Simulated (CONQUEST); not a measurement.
# GaP: equation of state with PBEsol

**The experiment to reproduce.**

“Phosphorous dimerization in GaP at high pressure”, 2017, arxiv:1709.06667 reports, for a bulk crystal of GaP: bulk modulus 87.5 ± 0.6 GPa.

The system is GaP.

```xyz
4
Lattice="3.8541 0.0000 0.0000 0.0000 3.8541 0.0000 0.0000 0.0000 5.4505" Properties=species:S:1:pos:R:3 pbc="T T T"
Ga    0.0000    0.0000    0.0000
Ga    1.9270    1.9270    2.7252
P     0.0000    1.9270    1.3626
P     1.9270    0.0000    4.0879
```

```json
{
 "Program": "CONQUEST 1.3",
 "Task": "equation of state",
 "Functional": "PBEsol",
 "Potentials or basis": "PseudoDojo NC PBEsol, DZP, grid of 36 × 36 × 60 points",
 "k mesh": "7 × 7 × 5",
 "Occupations": "fermi-dirac, width 0.05 eV",
 "Spin": "no spin polarisation"
}
```

```json
{
  "Equilibrium volume": "20.34 Å³/atom",
  "Bulk modulus": "86 GPa",
  "Pressure derivative of the bulk modulus": "3.5 (rough: it moves with the points fitted)"
}
```

Energy against volume, from the lowest point:
| volume (Å³/atom) | energy (meV/atom) |
| --- | --- |
| 19.026 | 24.96 |
| 19.431 | 11.58 |
| 19.836 | 3.47 |
| 20.240 | 0.00 |
| 20.645 | 1.14 |
| 21.050 | 6.52 |
| 21.455 | 15.17 |

All runs of the series together: 9.2 min on 1 thread of Intel(R) Xeon(R) Platinum 8259CL CPU @ 2.50GHz (Skylake/Cascade Lake), on a shared host.

Against the measured bulk modulus of GaP, 87.5 GPa (“Phosphorous dimerization in GaP at high pressure”, 2017, arxiv:1709.06667), the calculated 86 GPa is off by -1.7 %. The fit is for a static lattice scaled at fixed shape and fixed fractional positions.

Caveat: the DZP basis gives volumes some 2 % larger than converged bases do, and moduli off by several per cent; the basis of atomic orbitals isn't converged, which shifts pressures, moduli and gaps.
